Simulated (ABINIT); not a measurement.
Crystal: Pt.

```xyz
1
Lattice="0.0000 1.9609 1.9609 1.9609 0.0000 1.9609 1.9609 1.9609 0.0000" Properties=species:S:1:pos:R:3 pbc="T T T"
Pt    0.0000    0.0000    0.0000
```

Base run:

```yaml
Program: ABINIT 10.8.3 (patched build)
Functional: PBE
Potentials_or_basis: PseudoDojo NC SR PBE v0.5 standard
Cutoff: 1143 eV
k_mesh: 12 × 12 × 12
Occupations: fermi-dirac, width 0.05 eV
Spin: no spin polarisation
```

Its results: band gap on the k mesh none (metal or under the smearing width); pressure 9.6 GPa.

Problem. The run is repeated on the same cell with these changes: potentials or basis from PseudoDojo NC SR PBE v0.5 standard to JTH PAW PBE v2.0; cutoff from 1143 eV to 435 eV; valence electrons from 18 to 10. What comes out?

Solution. Band gap on the k mesh none (metal or under the smearing width); pressure 11.1 GPa.

Caveats: spin-orbit coupling is left out, which moves the levels of the heavy elements.
